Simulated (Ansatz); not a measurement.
# SnO2: how the free axis answers a strain

SnO2, P4_2/mnm, a = 4.827 Å, c = 3.238 Å. Ansatz: PBE, PAW, 420 eV, Γ-centred 6×6×8 mesh on 6 atoms, Gaussian smearing 0.02 eV; no spin polarisation. Series: uniaxial strain along c, with a, b and atoms relaxed; x is the strain in per cent. y is the change of a in per cent of 4.827 Å.

| x (%) | y (%) |
| --- | --- |
| -4.5 | ? |
| -3.0 | 1.12 |
| -1.5 | 0.56 |
| 0.0 | 0.00 |
| 1.5 | -0.54 |
| 3.0 | -1.06 |
| 4.5 | -1.58 |

Task: Fit y = c1 x + c2 x² to the other rows, say what c1 measures, and predict the missing y.

Result: Least squares on the rows shown. y = −0.3645 x + 0.003101 x². So −c1 = 0.364 is Poisson's ratio for this pair of axes. At x = -4.5 the fit asked for gives 1.70 %. The run gave 1.69 %, so the fit is 0.01 % too high, a small miss on the scale of the series.